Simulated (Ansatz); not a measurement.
# MgS: the cost of one run

Method: reference: DFT, PBE, plane waves, PAW, in Ansatz 0.2.0.

## Step 1: The structure to begin with

Symmetry: P6_3mc, No. 186, hexagonal system. Conventional cell: a = 4.029 Å, b = 4.029 Å, c = 6.454 Å, α = 90.00°, β = 90.00°, γ = 120.00°. Around Mg (site symmetry 3m) lie 4 S at 2.45 to 2.46 Å. S (site symmetry 3m) has 4 Mg at 2.45 to 2.46 Å as nearest neighbours.

Coordinates:

```cif
data_structure
_symmetry_space_group_name_H-M 'P6_3mc'
_symmetry_Int_Tables_number 186
_cell_length_a 4.0287
_cell_length_b 4.0287
_cell_length_c 6.4542
_cell_angle_alpha 90.000
_cell_angle_beta 90.000
_cell_angle_gamma 120.000
_cell_volume 90.72
loop_
_atom_site_label
_atom_site_type_symbol
_atom_site_symmetry_multiplicity
_atom_site_Wyckoff_symbol
_atom_site_fract_x
_atom_site_fract_y
_atom_site_fract_z
_atom_site_occupancy
Mg1 Mg 2 b 0.66667 0.33333 0.49712 1
S1 S 2 b 0.33333 0.66667 0.37788 1
```

## Step 2: The reference run

Input file input.yaml:

```yaml
crystal:
  lattice:
    - [4.0286648035, 0.0, 0.0]
    - [-2.0143324017, 3.4889260632, 0.0]
    - [0.0, 0.0, 6.4542161477]
  atoms:
    - { symbol: Mg, position: [0.6666666667, 0.3333333333, 0.4971196669] }
    - { symbol: Mg, position: [0.3333333333, 0.6666666667, 0.9971196669] }
    - { symbol: S, position: [0.3333333333, 0.6666666667, 0.3778793331] }
    - { symbol: S, position: [0.6666666667, 0.3333333333, 0.8778793331] }
kpoints:
  mp_grid: { grid: [6, 6, 4] }
hamiltonian:
  xc: pbe
scf:
  occupations: { method: fixed }
  n_extra_bands: 5
output:
  forces: true
  stress: true
  eigenvalues: true
```

Started as:

```bash
> ansatz run input.yaml --threads 4 --pin off --max-ram 4608MiB --backend cpu --events-out ev --progress --plain --runs-dir out
```

What time and memory should one allow on 4 threads of Arm Neoverse N1, shared host?

About 1.7 s, with a peak of 0.36 GiB.
